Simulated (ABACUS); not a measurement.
Ag:

```xyz
1
Lattice="0.0000 2.0427 2.0427 2.0427 0.0000 2.0427 2.0427 2.0427 0.0000" Properties=species:S:1:pos:R:3 pbc="T T T"
Ag    0.0000    0.0000    0.0000
```

Base run:

```yaml
Program: ABACUS 3.10.1
Functional: AM05
Potentials_or_basis: Ansatz NC PBE
Cutoff: 966 eV
Density_cutoff: 3864 eV
Basis: plane waves
k_mesh: 9 × 9 × 9
Occupations: fermi-dirac, width 0.05 eV
Spin: no spin polarisation
```

Its results: band gap on the k mesh none (metal or under the smearing width); pressure -2.7 GPa.

After a change of settings the same cell gave: band gap on the k mesh none (metal or under the smearing width); pressure 4.0 GPa. Which change was it?
A. functional from AM05 to WC; potentials or basis from Ansatz NC PBE to PseudoDojo NC SR 0.4 PBEsol stringent; cutoff from 966 eV to 1116 eV; density cutoff from 3864 eV to 4463 eV
B. functional from AM05 to PW91; potentials or basis from Ansatz NC PBE to SSSP 1.3 efficiency PBE; cutoff from 966 eV to 748 eV; density cutoff from 3864 eV to 5987 eV
C. functional from AM05 to SOGGA

B.

Caveats: the potentials were made for another functional, which shifts forces and pressure.
